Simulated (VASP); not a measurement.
# SiC (Moissanite 3C) (F-43m) in VASP: notebook

One crystal, SiC (Moissanite 3C), is run at these levels: PBE, HSE06, HSE03; tasks: band structure.

All numbers are computed with VASP 6.6.1; they aren't measurements. Logs are shortened: lines on timing, memory, paths and dates and some standing lists are left out, and cuts for length are marked.

**What was measured.**

From “Insight into the structural, elastic and electronic properties of a new orthorhombic 6O-SiC polytype”, 2020, pmc:7200658, for a bulk crystal of SiC: band gap 2.4 eV (indirect).

The runs below are set against these values where they give the same quantity.

## 1. The structure

Symmetry: F-43m, No. 216, cubic system. The conventional cell has a = 4.358 Å, b = 4.358 Å, c = 4.358 Å, α = 90.00°, β = 90.00°, γ = 90.00°. Around Si (site symmetry -43m) lie 4 C at 1.89 Å. C (site symmetry -43m) is surrounded by 4 Si at 1.89 Å.

## 2. Band structure, PBE

File INCAR:

```
SYSTEM = SiC
PREC = Accurate
ENCUT = 520
EDIFF = 1E-7
ISMEAR = -1
SIGMA = 0.05
LREAL = .FALSE.
LASPH = .TRUE.
NELM = 80
ALGO = Fast
ISIF = 2
LWAVE = .FALSE.
LCHARG = .FALSE.
GGA = PE
NBANDS = 11
```

File KPOINTS:

```
regular mesh
0
G
  10 10 10
  0 0 0
```

File POSCAR:

```
SiC
1.0
    0.0000000000      2.1790000000      2.1790000000
    2.1790000000      0.0000000000      2.1790000000
    2.1790000000      2.1790000000      0.0000000000
Si C
1 1
Direct
    0.0000000000      0.0000000000      0.0000000000
    0.7500000000      0.7500000000      0.7500000000
```

File KPOINTS_OPT:

```
path GXWKGLUWLK,UX
10
line-mode
reciprocal
 0.0000000000  0.0000000000  0.0000000000  G
 0.5000000000  0.0000000000  0.5000000000  X

 0.5000000000  0.0000000000  0.5000000000  X
 0.5000000000  0.2500000000  0.7500000000  W

 0.5000000000  0.2500000000  0.7500000000  W
 0.3750000000  0.3750000000  0.7500000000  K

 0.3750000000  0.3750000000  0.7500000000  K
 0.0000000000  0.0000000000  0.0000000000  G

 0.0000000000  0.0000000000  0.0000000000  G
 0.5000000000  0.5000000000  0.5000000000  L

 0.5000000000  0.5000000000  0.5000000000  L
 0.6250000000  0.2500000000  0.6250000000  U

 0.6250000000  0.2500000000  0.6250000000  U
 0.5000000000  0.2500000000  0.7500000000  W

 0.5000000000  0.2500000000  0.7500000000  W
 0.5000000000  0.5000000000  0.5000000000  L

 0.5000000000  0.5000000000  0.5000000000  L
 0.3750000000  0.3750000000  0.7500000000  K

 0.6250000000  0.2500000000  0.6250000000  U
 0.5000000000  0.0000000000  0.5000000000  X
```

Potentials or basis: VASP PAW PBE potentials, release 54 (Si, C).

Started as:

```console
> cat potpaw_PBE.54/Si/POTCAR potpaw_PBE.54/C/POTCAR > POTCAR
> mpirun -np 1 vasp_std > vasp.out
```

OUTCAR:

```text
SYSTEM = SiC
   PREC = Accurate
   ENCUT = 520
   EDIFF = 1E-7
   ISMEAR = -1
   LREAL = .FALSE.
   LASPH = .TRUE.
   NELM = 80
   ISIF = 2
   GGA = PE

 ion  position               nearest neighbor table
   1  0.000  0.000  0.000-   2 1.89   2 1.89   2 1.89   2 1.89
   2  0.750  0.750  0.750-   1 1.89   1 1.89   1 1.89   1 1.89

  LATTYP: Found a face centered cubic cell.
 ALAT       =     4.3580000000

  Lattice vectors:

 A1 = (   0.0000000000,   2.1790000000,   2.1790000000)
 A2 = (   2.1790000000,   0.0000000000,   2.1790000000)
 A3 = (   2.1790000000,   2.1790000000,   0.0000000000)

Analysis of symmetry for initial positions (statically):
=====================================================================
 Subroutine PRICEL returns:
 Original cell was already a primitive cell.

 Routine SETGRP: Setting up the symmetry group for a
 face centered cubic supercell.

 Subroutine GETGRP returns: Found 24 space group operations
 (whereof 24 operations were pure point group operations)
 out of a pool of 48 trial point group operations.

The static configuration has the point symmetry T_d .

Analysis of symmetry for dynamics (positions and initial velocities):
=====================================================================
 Subroutine PRICEL returns:
 Original cell was already a primitive cell.

 Routine SETGRP: Setting up the symmetry group for a
 face centered cubic supercell.

 Subroutine GETGRP returns: Found 24 space group operations
 (whereof 24 operations were pure point group operations)
 out of a pool of 48 trial point group operations.

The dynamic configuration has the point symmetry T_d .

 Subroutine INISYM returns: Found 24 space group operations
 (whereof 24 operations are pure point group operations),
 and found     1 'primitive' translations

----------------------------------------------------------------------------------------

                                     Primitive cell

  volume of cell :      20.6920

  direct lattice vectors                    reciprocal lattice vectors
     0.000000000  2.179000000  2.179000000    -0.229463056  0.229463056  0.229463056
     2.179000000  0.000000000  2.179000000     0.229463056 -0.229463056  0.229463056
     2.179000000  2.179000000  0.000000000     0.229463056  0.229463056 -0.229463056

  length of vectors
     3.081571352  3.081571352  3.081571352     0.397441672  0.397441672  0.397441672

  position of ions in fractional coordinates (direct lattice)
     0.000000000  0.000000000  0.000000000
     0.750000000  0.750000000  0.750000000

  ion indices of the primitive-cell ions
   primitive index   ion index
                 1           1
                 2           2

----------------------------------------------------------------------------------------

 KPOINTS: regular mesh

Automatic generation of k-mesh.
 Grid dimensions read from file:
 generate k-points for:   10   10   10

 Generating k-lattice:

  Cartesian coordinates                     Fractional coordinates (reciprocal lattice)
    -0.022946306  0.022946306  0.022946306     0.100000000  0.000000000  0.000000000
     0.022946306 -0.022946306  0.022946306     0.000000000  0.100000000  0.000000000
     0.022946306  0.022946306 -0.022946306     0.000000000  0.000000000  0.100000000

  Length of vectors
     0.039744167  0.039744167  0.039744167

  Shift w.r.t. Gamma in fractional coordinates (k-lattice)
     0.000000000  0.000000000  0.000000000

 Subroutine IBZKPT returns following result:
 ===========================================

 Found     47 irreducible k-points:

 Following reciprocal coordinates:
            Coordinates               Weight
  0.000000  0.000000  0.000000      1.000000
  0.100000  0.000000  0.000000      8.000000
  0.200000  0.000000  0.000000      8.000000
  0.300000  0.000000  0.000000      8.000000
  0.400000  0.000000  0.000000      8.000000
  0.500000  0.000000  0.000000      4.000000
[... 16 lines left out ...]
  0.300000  0.300000  0.000000      6.000000
  0.400000  0.300000  0.000000     24.000000
 [... further k-points ...]
   k-points           NKPTS =     47   k-points in BZ     NKDIM =     47   number of bands    NBANDS=     11
   number of dos      NEDOS =    301   number of ions     NIONS =      2
   total plane-waves  NPLWV =  13824
   dimension x,y,z NGX =    24 NGY =   24 NGZ =   24
   dimension x,y,z NGXF=    48 NGYF=   48 NGZF=   48
   ions per type =               1   1
   NGX,Y,Z   is equivalent  to a cutoff of  12.95, 12.95, 12.95 a.u.
   NGXF,Y,Z  is equivalent  to a cutoff of  25.90, 25.90, 25.90 a.u.
 SYSTEM =  SiC
   PREC   = accura    normal or accurate (medium, high low for compatibility)
   ISTART =      0    job   : 0-new  1-cont  2-samecut
   ICHARG =      2    charge: 1-file 2-atom 10-const
   ISPIN  =      1    spin polarized calculation?
   LNONCOLLINEAR =      F non collinear calculations
   LSORBIT =      F    spin-orbit coupling
   LASPH  =      T    aspherical Exc in radial PAW
   ENCUT  =  520.0 eV  38.22 Ry    6.18 a.u.   5.73  5.73  5.73*2*pi/ulx,y,z
   NELM   =     80;   NELMIN=  2; NELMDL= -5     # of ELM steps
   EDIFF  = 0.1E-06   stopping-criterion for ELM
   LREAL  =      F    real-space projection
   EDIFFG = 0.1E-05   stopping-criterion for IOM
   NSW    =      0    number of steps for IOM
   IBRION =     -1    ionic relax: 0-MD 1-quasi-New 2-CG
   NFREE  =      0    steps in history (QN), initial steepest desc. (CG)
   ISIF   =      2    stress and relaxation
   ISYM   =      2    0-nonsym 1-usesym 2-fastsym
   POTIM  = 0.5000    time-step for ionic-motion
   TEBEG  =    0.0;   TEEND  =   0.0 temperature during run
   PSTRESS=    0.0 pullay stress
   NELECT =       8.0000    total number of electrons
   NUPDOWN=      -1.0000    fix difference up-down
   EMIN   =  10.00;   EMAX   =-10.00  energy-range for DOS
   EFERMI =   0.00;   METHOD = LEGACY
   ISMEAR =    -1;   SIGMA  =   0.05  broadening in eV -4-tet -1-fermi 0-gaus
   EFERMI_NEDOS =   21; number of points for ismear=-14 and -15
   IALGO  =     68    algorithm
   IMIX   =      4    mixing-type and parameters
     AMIX     =   0.40;   BMIX     =  1.00
     AMIX_MAG =   1.60;   BMIX_MAG =  1.00
  volume/ion in A,a.u.               =      10.35        69.82
  Fermi-wavevector in a.u.,A,eV,Ry     =   1.192626  2.253736 19.352338  1.422357
  Thomas-Fermi vector in A             =   2.328660
   LORBIT       =      0    0 simple, 1 ext, 2 COOP (PROOUT), +10 PAW based schemes
   GGA     = PE    functional components
   LHFCALC =     F    Hartree Fock is set to
   AEXX    =    0.0000 exact exchange contribution
   IVDW    =     0    specifies the selected vdW correction
   LEPSILON=     F    determine dielectric tensor
   LRPA    =     F    only Hartree local field effects (RPA)
 non-spin polarized calculation
 RMM-DIIS sequential band-by-band and
  energy-cutoff  :      520.00
  volume of cell :       20.69
 maximum number of plane-waves:       568
   NGX = 11   NGY = 11   NGZ = 11

 number of electron       8.0000001 magnetization

 Free energy of the ion-electron system (eV)
  ---------------------------------------------------
  ext. energy  EPLUGINS =         0.00000000
  ---------------------------------------------------
  free energy    TOTEN  =       -15.05771945 eV

  energy without entropy =      -15.05771943  energy(sigma->0) =      -15.05771944

 E-fermi :   8.8048     XC(G=0): -11.3562

 val. band max:        8.1069396093   @ k =   0.0000   0.0000   0.0000
 cond. band min:       9.4639336616   @ k =   0.5000   0.5000   0.0000
 fundamental gap:      1.3569940523
 Fermi energy:         8.8047871747

 k-point     1 :       0.0000    0.0000    0.0000
  band No.  band energies     occupation
      1      -7.2963      2.00000
      2       8.1069      2.00000
      3       8.1069      2.00000
      4       8.1069      2.00000
      5      14.3409      0.00000
      6      15.4143      0.00000
      7      15.4143      0.00000
      8      15.4143      0.00000
      9      22.6135      0.00000
     10      22.6135      0.00000
     11      24.5879      0.00000

 k-point     2 :       0.1000    0.0000    0.0000
  band No.  band energies     occupation
      1      -7.1010      2.00000
      2       7.0985      2.00000
      3       7.9733      2.00000
      4       7.9733      2.00000
      5      14.6021      0.00000
      6      15.6576      0.00000
      7      15.6576      0.00000
      8      15.6889      0.00000
      9      21.6672      0.00000
     10      21.6672      0.00000
     11      24.3910      0.00000

 k-point     3 :       0.2000    0.0000    0.0000
  band No.  band energies     occupation
      1      -6.5236      2.00000
      2       4.9795      2.00000
      3       7.6665      2.00000
      4       7.6665      2.00000
      5      14.3120      0.00000
      6      16.0169      0.00000
      7      16.0169      0.00000
      8      16.8902      0.00000
      9      21.0035      0.00000
     10      21.0035      0.00000
     11      23.5029      0.00000

 k-point     4 :       0.3000    0.0000    0.0000
  band No.  band energies     occupation
      1      -5.5998      2.00000
      2       2.6675      2.00000
      3       7.3506      2.00000
      4       7.3506      2.00000
      5      13.9028      0.00000
      6      15.8792      0.00000
      7      15.8792      0.00000
      8      17.8631      0.00000
      9      21.8246      0.00000
     10      21.8246      0.00000
     11      23.2388      0.00000
[... 239 lines left out ...]
 k-point    22 :      -0.2000    0.2000    0.0000
  band No.  band energies     occupation
      1      -5.2898      2.00000
      2       3.3070      2.00000
      3       4.8905      2.00000
      4       7.4598      2.00000
      5      14.6694      0.00000
      6      16.1137      0.00000
      7      16.4854      0.00000
      8      17.2675      0.00000
      9      19.6347      0.00000
     10      23.5316      0.00000
     11      27.2791      0.00000

 k-point    23 :       0.3000    0.3000    0.0000
  band No.  band energies     occupation
      1      -5.0240      2.00000
      2       3.7491      2.00000
      3       5.7448      2.00000
      4       5.7448      2.00000
      5      11.2752      0.00000
      6      13.7202      0.00000
      7      19.6413      0.00000
      8      19.6413      0.00000
      9      20.5206      0.00000
     10      25.1981      0.00000
     11      29.8127      0.00000

 k-point    24 :       0.4000    0.3000    0.0000
  band No.  band energies     occupation
      1      -4.1553      2.00000
      2       2.5270      2.00000
      3       4.9559      2.00000
      4       5.4825      2.00000
      5      10.9768      0.00000
      6      13.7316      0.00000
      7      19.7292      0.00000
      8      20.0393      0.00000
      9      21.8759      0.00000
     10      26.1840      0.00000
     11      29.3671      0.00000

 [... further k-points ...]

------------------------ aborting loop because EDIFF is reached ----------------------------------------

  FORCE on cell =-STRESS in cart. coord.  units (eV):
  Direction    XX          YY          ZZ          XY          YZ          ZX
  --------------------------------------------------------------------------------------
  -------------------------------------------------------------------------------------
  Total        0.4149826      0.4149826      0.4149826     -0.0000000     -0.0000000     -0.0000000
  in kB       32.1320747     32.1320747     32.1320747     -0.0000000     -0.0000000     -0.0000000
  external PRESSURE =      32.1320747 kB  Pullay stress =       0.0000000 kB

 VOLUME and BASIS-vectors are now :
 -----------------------------------------------------------------------------
  energy-cutoff  :      520.00
  volume of cell :       20.69
      direct lattice vectors                 reciprocal lattice vectors
     0.000000000  2.179000000  2.179000000    -0.229463056  0.229463056  0.229463056
     2.179000000  0.000000000  2.179000000     0.229463056 -0.229463056  0.229463056
     2.179000000  2.179000000  0.000000000     0.229463056  0.229463056 -0.229463056

 POSITION                                       TOTAL-FORCE (eV/Angst)
 -----------------------------------------------------------------------------------
      0.00000      0.00000      0.00000         0.000000      0.000000      0.000000
      3.26850      3.26850      3.26850        -0.000000     -0.000000     -0.000000
 -----------------------------------------------------------------------------------
    total drift:                               -0.000000     -0.000000     -0.000000

  FREE ENERGIE OF THE ION-ELECTRON SYSTEM (eV)
  ---------------------------------------------------
  free  energy   TOTEN  =       -15.0577194481 eV

  energy  without entropy=      -15.0577194310  energy(sigma->0) =      -15.05771944
```

Wall time 11 s (1 thread of Intel Xeon Platinum 8488C (Sapphire Rapids), shared host); peak memory 0.14 GiB.

What came out:

| Item | Value |
| --- | --- |
| Free energy | -15.0577 eV |
| Pressure | 3.2 GPa |
| Band gap on the k mesh | 1.36 eV, indirect (least direct gap 4.54 eV) |
| Band gap along the path | 1.36 eV, indirect (least direct gap 4.54 eV) |

Levels at the corners of the path, in eV from the valence-band top:
```
point  band 1  band 2  band 3  band 4  band 5  band 6  band 7  band 8  band 9
    Γ  -15.40    0.00    0.00    0.00    6.23    7.31    7.31    7.31   14.51
    X  -10.39   -7.79   -3.18   -3.18    1.36    4.32   14.04   14.04   14.79
    X  -10.39   -7.79   -3.18   -3.18    1.36    4.32   14.04   14.04   14.79
    W  -10.15   -7.02   -4.99   -4.69    5.21    9.45    9.46    9.77   14.24
    W  -10.15   -7.02   -4.99   -4.69    5.21    9.45    9.46    9.77   14.24
    K  -10.39   -7.27   -5.54   -2.59    3.11    7.77   11.85   12.46   13.04
    K  -10.39   -7.27   -5.54   -2.59    3.11    7.77   11.85   12.46   13.04
    Γ  -15.40    0.00    0.00    0.00    6.23    7.31    7.31    7.31   14.51
    Γ  -15.40    0.00    0.00    0.00    6.23    7.31    7.31    7.31   14.51
    L  -11.84   -8.53   -1.05   -1.05    5.43    7.23    7.23   10.05   16.20
    L  -11.84   -8.53   -1.05   -1.05    5.43    7.23    7.23   10.05   16.20
    U  -10.39   -7.27   -5.54   -2.59    3.11    7.77   11.85   12.46   13.04
    U  -10.39   -7.27   -5.54   -2.59    3.11    7.77   11.85   12.46   13.04
    W  -10.15   -7.02   -4.99   -4.69    5.21    9.45    9.46    9.77   14.24
    W  -10.15   -7.02   -4.99   -4.69    5.21    9.45    9.46    9.77   14.24
    L  -11.84   -8.53   -1.05   -1.05    5.43    7.23    7.23   10.05   16.20
    L  -11.84   -8.53   -1.05   -1.05    5.43    7.23    7.23   10.05   16.20
    K  -10.39   -7.27   -5.54   -2.59    3.11    7.77   11.85   12.46   13.04
    U  -10.39   -7.27   -5.54   -2.59    3.11    7.77   11.85   12.46   13.04
    X  -10.39   -7.79   -3.18   -3.18    1.36    4.32   14.04   14.04   14.79
```

(Continued in part 2 of 3.)
